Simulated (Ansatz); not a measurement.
# BaS (CsCl type): the cost of one run

Program: Ansatz 0.2.0. Level of theory: DFT PBE, with the methods named in each step. These are calculated values, not measurements.

## 1. Starting point

It takes space group Pm-3m (No. 221, cubic). Conventional cell: a = 3.890 Å, b = 3.890 Å, c = 3.890 Å, α = 90.00°, β = 90.00°, γ = 90.00°. Ba (site symmetry m-3m) is surrounded by 8 S at 3.37 Å. Around S (site symmetry m-3m) lie 8 Ba at 3.37 Å.

Coordinates:

```xyz
2
Lattice="3.8904 0.0000 0.0000 0.0000 3.8904 0.0000 0.0000 0.0000 3.8904" Properties=species:S:1:pos:R:3 pbc="T T T"
Ba    0.0000    0.0000    0.0000
S     1.9452    1.9452    1.9452
```

Whether this phase is the stable one at these pressures isn't tested.

Atoms are numbered in the order of the input: Ba1, S2.

## 2. Cell relaxed at zero pressure, PAW

Contents of input.yaml:

```yaml
crystal:
  lattice:
    - [3.8903894762, 0.0, 0.0]
    - [0.0, 3.8903894762, 0.0]
    - [0.0, 0.0, 3.8903894762]
  atoms:
    - { symbol: Ba, position: [0.0, 0.0, 0.0] }
    - { symbol: S, position: [0.5, 0.5, 0.5] }
kpoints:
  mp_grid: { grid: [10, 10, 10] }
scf:
  occupations: { method: fermi_dirac, width: 0.05 }
hamiltonian:
  xc: pbe
  pseudopotentials: { kind: paw }
output:
  forces: true
  stress: true
relax:
  f_tol: 0.005
  max_steps: 40
  cell: {}
```

On the command line:

```sh
> ansatz run input.yaml --threads 1 --pin off --max-ram 2048MiB --backend cpu --events-out ev --progress --plain --runs-dir out
```

Q: Estimate wall time and peak memory on 1 thread of Intel Xeon 6975P-C (Granite Rapids), shared host.

About 3.7 s, with a peak of 0.39 GiB.
